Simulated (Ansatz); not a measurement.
An input for Ansatz 0.2.0 (Tm):

The input run.py:

```python
import json

import ase.io
import numpy as np
import spglib

import ansatz as az

atoms = ase.io.read("Tm.cif")
cell, frac, numbers = spglib.find_primitive((atoms.cell[:], atoms.get_scaled_positions(), atoms.numbers), symprec=1e-5)
atoms = ase.Atoms(numbers, cell=cell, scaled_positions=frac, pbc=True)
atoms.set_initial_magnetic_moments([2.0])

calculation = (
    az.Crystal.from_ase(atoms)
    .calculation()
    .kpoints(9, 9, 9)
    .functional("revpbe")
    .pseudopotentials(kind="nc")
    .spin("collinear")
    .scf(max_iterations=80, extra_bands=0)
    .occupations(method="fermi_dirac", width=0.3)
    .density_of_states(energy_step=0.05, projected=False, nscf_kmesh=(14, 14, 14))
    .forces()
    .stress()
    .band_table(publish=True)
)
outcome = calculation.run(threads=2, events_out="events.jsonl")

report = outcome.report
for line in open("events.jsonl"):
    event = json.loads(line)
    if event["event"] == "scf_iter":
        d = event["data"]
        print(f"SCF {d['iter']:3d}  HF = {d['harris_foulkes_ev']:.6f} eV  dr2 = {d['dr2_ev']:.2e} eV")
    elif event["event"] in ("relax_step", "md_step"):
        d = event["data"]
        print(f"{event['event']} {d['step']:3d}  E = {d['lagrangian_ev']:.6f} eV")
np.set_printoptions(precision=5, suppress=True, linewidth=110)
print("converged:", report["converged"], "after", report["n_iterations"], "iterations")
print(f"free energy {report['free_energy_ev']:.6f} eV, Fermi level {report['fermi_energy_ev']:.4f} eV")
for key in ("band_edges_ev", "magnetization_mub", "site_moments_mub", "site_moments_nc_mub", "forces_ev_ang",
                "stress_gpa", "kpoints_frac", "eigenvalues_ev"):
    if report.get(key) is not None:
        print(key, np.array(report[key]), sep="\n")
```

File Tm.cif:

```cif
data_Tm
_cell_length_a 4.93605105
_cell_length_b 4.93605105
_cell_length_c 4.93605105
_cell_angle_alpha 90.00000000
_cell_angle_beta 90.00000000
_cell_angle_gamma 90.00000000
_space_group_name_H-M_alt 'Fm-3m'
_space_group_name_Hall '-F 4 2 3'
_space_group_IT_number 225
loop_
_space_group_symop_operation_xyz
'x,y,z'
'-x,-y,-z'
'-y,x,z'
'y,-x,-z'
'-x,-y,z'
'x,y,-z'
'y,-x,z'
'-y,x,-z'
'x,-y,-z'
'-x,y,z'
'-y,-x,-z'
'y,x,z'
'-x,y,-z'
'x,-y,z'
'y,x,-z'
'-y,-x,z'
'z,x,y'
'-z,-x,-y'
'z,-y,x'
'-z,y,-x'
'z,-x,-y'
'-z,x,y'
'z,y,-x'
'-z,-y,x'
'-z,x,-y'
'z,-x,y'
'-z,-y,-x'
'z,y,x'
'-z,-x,y'
'z,x,-y'
'-z,y,x'
'z,-y,-x'
'y,z,x'
'-y,-z,-x'
'x,z,-y'
'-x,-z,y'
'-y,z,-x'
'y,-z,x'
'-x,z,y'
'x,-z,-y'
'-y,-z,x'
'y,z,-x'
'-x,-z,-y'
'x,z,y'
'y,-z,-x'
'-y,z,x'
'x,-z,y'
'-x,z,-y'
'x,y+1/2,z+1/2'
'-x,-y+1/2,-z+1/2'
'-y,x+1/2,z+1/2'
'y,-x+1/2,-z+1/2'
'-x,-y+1/2,z+1/2'
'x,y+1/2,-z+1/2'
'y,-x+1/2,z+1/2'
'-y,x+1/2,-z+1/2'
'x,-y+1/2,-z+1/2'
'-x,y+1/2,z+1/2'
'-y,-x+1/2,-z+1/2'
'y,x+1/2,z+1/2'
[... 40 lines left out ...]
'-x+1/2,-y,z+1/2'
'x+1/2,y,-z+1/2'
'y+1/2,-x,z+1/2'
'-y+1/2,x,-z+1/2'
'x+1/2,-y,-z+1/2'
'-x+1/2,y,z+1/2'
'-y+1/2,-x,-z+1/2'
'y+1/2,x,z+1/2'
'-x+1/2,y,-z+1/2'
'x+1/2,-y,z+1/2'
'y+1/2,x,-z+1/2'
'-y+1/2,-x,z+1/2'
'z+1/2,x,y+1/2'
'-z+1/2,-x,-y+1/2'
'z+1/2,-y,x+1/2'
'-z+1/2,y,-x+1/2'
'z+1/2,-x,-y+1/2'
'-z+1/2,x,y+1/2'
'z+1/2,y,-x+1/2'
'-z+1/2,-y,x+1/2'
'-z+1/2,x,-y+1/2'
'z+1/2,-x,y+1/2'
'-z+1/2,-y,-x+1/2'
'z+1/2,y,x+1/2'
'-z+1/2,-x,y+1/2'
'z+1/2,x,-y+1/2'
'-z+1/2,y,x+1/2'
'z+1/2,-y,-x+1/2'
'y+1/2,z,x+1/2'
'-y+1/2,-z,-x+1/2'
'x+1/2,z,-y+1/2'
'-x+1/2,-z,y+1/2'
'-y+1/2,z,-x+1/2'
'y+1/2,-z,x+1/2'
'-x+1/2,z,y+1/2'
'x+1/2,-z,-y+1/2'
'-y+1/2,-z,x+1/2'
'y+1/2,z,-x+1/2'
'-x+1/2,-z,-y+1/2'
'x+1/2,z,y+1/2'
'y+1/2,-z,-x+1/2'
'-y+1/2,z,x+1/2'
'x+1/2,-z,y+1/2'
'-x+1/2,z,-y+1/2'
'x+1/2,y+1/2,z'
'-x+1/2,-y+1/2,-z'
'-y+1/2,x+1/2,z'
'y+1/2,-x+1/2,-z'
'-x+1/2,-y+1/2,z'
'x+1/2,y+1/2,-z'
'y+1/2,-x+1/2,z'
'-y+1/2,x+1/2,-z'
'x+1/2,-y+1/2,-z'
'-x+1/2,y+1/2,z'
'-y+1/2,-x+1/2,-z'
'y+1/2,x+1/2,z'
'-x+1/2,y+1/2,-z'
'x+1/2,-y+1/2,z'
'y+1/2,x+1/2,-z'
'-y+1/2,-x+1/2,z'
'z+1/2,x+1/2,y'
'-z+1/2,-x+1/2,-y'
'z+1/2,-y+1/2,x'
'-z+1/2,y+1/2,-x'
'z+1/2,-x+1/2,-y'
'-z+1/2,x+1/2,y'
'z+1/2,y+1/2,-x'
'-z+1/2,-y+1/2,x'
'-z+1/2,x+1/2,-y'
'z+1/2,-x+1/2,y'
'-z+1/2,-y+1/2,-x'
'z+1/2,y+1/2,x'
'-z+1/2,-x+1/2,y'
'z+1/2,x+1/2,-y'
'-z+1/2,y+1/2,x'
'z+1/2,-y+1/2,-x'
'y+1/2,z+1/2,x'
'-y+1/2,-z+1/2,-x'
'x+1/2,z+1/2,-y'
'-x+1/2,-z+1/2,y'
'-y+1/2,z+1/2,-x'
'y+1/2,-z+1/2,x'
'-x+1/2,z+1/2,y'
'x+1/2,-z+1/2,-y'
'-y+1/2,-z+1/2,x'
'y+1/2,z+1/2,-x'
'-x+1/2,-z+1/2,-y'
'x+1/2,z+1/2,y'
'y+1/2,-z+1/2,-x'
'-y+1/2,z+1/2,x'
'x+1/2,-z+1/2,y'
'-x+1/2,z+1/2,-y'
loop_
_atom_site_label
_atom_site_type_symbol
_atom_site_symmetry_multiplicity
_atom_site_Wyckoff_symbol
_atom_site_fract_x
_atom_site_fract_y
_atom_site_fract_z
_atom_site_occupancy
Tm1 Tm 4 a 0.0000000000 0.0000000000 0.0000000000 1
```

Potentials or basis: Ansatz NC.

Launch:

```console
$ python run.py
```

Does this run start?

The run stopped without a result. It printed:

Output:

```text
Traceback (most recent call last):
  File "run.py", line 28, in <module>
  [frames inside libraries left out]
ansatz.RefusalError: no pseudopotential record for Tm at pseudopotentials/Tm.nc.azcp. Nothing was run.
  By this build's list the table `kind: nc`, `accuracy: standard` of `hamiltonian.pseudopotentials` has no Tm in this build's library.
Fix: take Tm from another table that serves this run, or name a record of your own for Tm alone.
  `kind`, and `accuracy` or `source` (`level` with this project's own files alone, `core` of norm-conserving files with no table named), under `hamiltonian.pseudopotentials` apply to every element of the deck. For PBE this build's library has files of Tm, which may not all serve this run, under
    kind: nc       accuracy: lanthanide_3plus (`lanthanide_3plus` for 3+ ions alone)
    kind: paw      source: ansatz, or accuracy: standard or stringent (the limits of `source: ansatz`: that key's Limitations)
  To change Tm alone, name a record of the deck's `kind` under `hamiltonian.pseudopotentials.azcp`, as `Tm: <path>` (`python -m ansatz.pseudopotential add <file.upf> <file.azcp>` makes one from a UPF file).
  `python` is the interpreter of the environment that holds the engine's wheel, or a checkout's `.venv/bin/python`.
```
